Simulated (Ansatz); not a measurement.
Method: DFT PBE, scalar-relativistic, plane waves, PAW (Ansatz). All cells share a 420 eV cutoff and Γ-centred k meshes spaced at most about 0.3 Å⁻¹ (2π included). No spin polarisation.

These are static total energies at zero pressure.

Two forms of Si2Ge3 were relaxed alike.

A.

Space group R-3m:H (No. 166). a = 3.983 Å, b = 3.983 Å, c = 48.818 Å, α = 90.00°, β = 90.00°, γ = 120.00°
```tsv
atom	site	symmetry	x	y	z
Si	6c	3m	0.3333	0.6667	0.2404
Si	6c	3m	0.0000	0.0000	0.2253
Ge	6c	3m	0.0000	0.0000	0.1756
Ge	6c	3m	0.6667	0.3333	0.3079
Ge	6c	3m	0.3333	0.6667	0.2902
```

B.

Space group Imma (No. 74). a = 3.981 Å, b = 3.984 Å, c = 28.201 Å, α = 90.00°, β = 90.00°, γ = 90.00°
```csv
atom,site,symmetry,x,y,z
Si,4e,mm2,0.5000,0.7500,0.9290
Si,4e,mm2,0.5000,0.7500,0.5237
Ge,4e,mm2,0.0000,0.2500,0.8276
Ge,4e,mm2,0.0000,0.7500,0.7759
Ge,4e,mm2,0.5000,0.2500,0.8795
```

**Question.** Which placement of the atoms is lower in energy, and by how much?

**Answer.** B is lower, by 5 meV/atom. The two share one framework of sites and differ in which element sits where. A has Si and Ge ordered on diamond sites, space group R-3m (No. 166), 22.4 Å³/atom and a gap of 0.27 eV on its mesh; B has Si and Ge ordered on diamond sites, space group Imma (No. 74), 22.4 Å³/atom and a gap of 0.29 eV. Counting Ge atoms around Si (those within 1.25 times the shortest such distance or 1.15 times the sum of covalent radii, 1.27 where that leaves under three; a plus sign parts nearer from farther groups; the shortest distance is added where it exceeds 1.18 times the sum of covalent radii; a slash parts the counts of unlike sites), A has Si 1 and B has Si 2/4+4 from 3.9 Å. In A, around Si on its first site lie 3 Si at 2.42 Å and 1 Ge at 2.43 Å; Si on its second site has 3 Si at 2.42 Å and 1 Ge at 2.43 Å; Ge on its first site is surrounded by 1 Si at 2.43 Å and 3 Ge at 2.46 Å; 2 more sites not described. In B, Si on its first site is surrounded by 2 Si at 2.40 Å and 2 Ge at 2.43 Å; Si on its second site has 4 Si at 2.40 Å; around Ge on its first site lie 4 Ge at 2.47 Å; 2 more sites not described. Both come from invented guesses.

Kohn–Sham gaps at this level usually fall short of measured ones. Cells relaxed within their symmetry can be saddle points.
